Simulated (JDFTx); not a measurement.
The system is Se.

```
Se
1.0
     4.36620    0.00000    0.00000
    -2.18310    3.78124    0.00000
     0.00000    0.00000    4.95360
Se
3
Direct
  0.77460 0.77460 0.00000
  0.00000 0.22540 0.66667
  0.22540 0.00000 0.33333
```

```yaml
Program: JDFTx 1.7.0 (patched build)
Task: single point
Functional: PBEsol
Potentials_or_basis: PseudoDojo-SR-PBEsol-0.4.1-standard with smoothed tails
Cutoff: 1170 eV
Density_cutoff: 9361 eV
k_mesh: 7 × 7 × 6
Occupations: fermi-dirac, width 0.05 eV
Spin: no spin polarisation
```

On this cell: pressure 0.2 GPa; largest force 0.307 eV/Å; band gap on the k mesh 1.13 eV, indirect (least direct gap 1.43 eV).

The same run follows on a disturbed copy (atoms moved at random, drawn with an rms of 0.05 Å):

```
CELL_PARAMETERS angstrom
4.36620 0.00000 0.00000
-2.18310 3.78124 0.00000
0.00000 0.00000 4.95360
ATOMIC_POSITIONS crystal
Se 0.77894 0.77804 0.00263
Se 0.00918 0.23606 0.65783
Se 0.22781 0.00178 0.32738
```

What changes?

The energy moves by +4.0 meV/atom; pressure 0.0 GPa; largest force 0.572 eV/Å; band gap on the k mesh 0.85 eV, indirect (least direct gap 1.27 eV).

Forces in eV/Å, atoms in the order of the input:
```
Se  -0.254 -0.132 -0.495
Se  -0.162  0.037  0.322
Se   0.415  0.096  0.174
```

Stress tensor (GPa, compression positive):
```
 0.06  0.25  0.50
 0.25 -1.15  1.31
 0.50  1.31  1.03
```

Caveats: an odd mesh through Γ misses points on the zone boundary, where band edges often lie.
